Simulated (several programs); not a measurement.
## Many methods on one cell: La2O3 (P6/mmm)

La2O3 (started from an entry of an open crystallographic database), relaxed with r2SCAN in Ansatz, was computed with several methods. It is hexagonal, P6/mmm (No. 191); conventional cell a = 6.355 Å, c = 3.279 Å, 22.93 Å³ an atom. La is surrounded by 6 O at 2.46 Å; O is surrounded by 4 La at 2.46 Å. Calculated for a static, non-magnetic cell.

```yaml
crystal:
  lattice:
    - [6.35459, 0.00000, 0.00000]
    - [-3.17730, 5.50324, 0.00000]
    - [0.00000, 0.00000, 3.27871]
  atoms:
    - { symbol: La, position: [0.33333, 0.66667, 0.50008] }
    - { symbol: La, position: [0.66667, 0.33333, 0.49992] }
    - { symbol: O, position: [0.50000, 0.50000, 0.00000] }
    - { symbol: O, position: [0.50000, 0.00000, 0.00000] }
    - { symbol: O, position: [0.00000, 0.50000, 0.00000] }
```

Gaps and times are for a single point on this cell; volume and bulk modulus come from each method's own relaxation or energy curve at fixed shape, which is too stiff where a cell has free coordinates or axes. Times are rough, from shared hosts (AMD EPYC 7R13 Processor; Arm Neoverse V2; NVIDIA H100 80GB HBM3), and each method has its own mesh and cell size. A double dagger marks a value from a curve with shape and coordinates held. PM6 (MOPAC), PM7 (MOPAC) treat a cluster of cells at its zone centre, which samples few k points: where these miss a band edge, the gap comes out too large for that reason alone. Gaps from k meshes are read at a limited set of points (mesh, symmetry points, PBE's band edges), so each method's own least gap may be somewhat smaller. xTB and the PM methods were fitted mostly to molecules, and can miss a solid's gap by electronvolts. Times of the plane-wave rungs are withheld (a dash), since they come from other jobs, hosts and meshes; the meshes of hybrids and Hartree-Fock don't converge their gaps to the digits shown. d marks a direct gap, i an indirect one (no mark: not told apart), a dash a value that wasn't computed or didn't pass its checks.

```tsv
method	kind	gap (eV)	own volume (Å³/atom)	bulk modulus (GPa)	atoms computed	processor time
PBEsol	semilocal	–	22.38	–	5	–
light PBE (260 eV, its own mesh)	light plane-wave	1.57 i	–	–	5	1.9 s
PM7 (MOPAC)	semi-empirical	10.78	–	–	cluster	7.4 s
LDA	semilocal	1.45 i	–	–	5	–
PBE	semilocal	1.58 i	23.11	92‡	5	–
PM6 (MOPAC)	semi-empirical	5.04	–	–	cluster	16 s
r2SCAN	semilocal	1.92 i	22.93	98‡	5	–
PBE+SOC	semilocal	1.56 i	–	–	5	–
HSE06	hybrid	2.81 i	–	–	5	–
PBE0	hybrid	3.56 i	–	–	5	–
```

Against HSE06 (2.81 eV) the nearest gap at the points sampled is that of PBE0 (+0.75 eV) and the farthest that of PM7 (MOPAC) (+7.96 eV). HSE06 is only a yardstick of convenience, and nearness to it can be luck.

Volumes against r2SCAN's: PBEsol -2.4 %, PBE +0.8 %.

Runs without a result: GFN1-xTB (tblite) (single point), GFN2-xTB (tblite) (single point), GLLB-SC (GPAW) (single point).

Only the rows marked +SOC include spin-orbit coupling.
